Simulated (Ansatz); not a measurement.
**Relativity in Sc**

```xyz
2
Lattice="3.3088 0.0000 0.0000 -1.6544 2.8655 0.0000 0.0000 0.0000 5.2680" Properties=species:S:1:pos:R:3 pbc="T T T"
Sc    0.0000    1.9103    1.3170
Sc    1.6544    0.9552    3.9510
```

Atoms are numbered in the order listed.

The cell is COD entry 9011704, as deposited and not checked against the literature; nothing was relaxed.

One fixed cell is solved with PBE by full-potential LAPW in Ansatz 0.2.0 under different relativistic treatments. Pressure is positive in compression.

Settings: a Γ-centred 13×13×7 k mesh, Fermi–Dirac smearing of 0.03 eV, basis error target 0.5 meV/atom, no spin polarisation.

```
                 setting  P (GPa)  lowest level at Γ above −25 eV, from the valence-band top or, without a gap, the Fermi level (eV)
     scalar-relativistic    -0.68                                                                                              -5.11
        non-relativistic        ?                                                                                                  ?
with spin–orbit coupling    -0.68                                                                                              -5.11
```

Question: Fill in "P (GPa)" for the row "non-relativistic".

Answer: -0.57.

Question: Give the missing entry: row "non-relativistic", column "lowest level at Γ above −25 eV, from the valence-band top or, without a gap, the Fermi level (eV)".

Answer: -5.00.
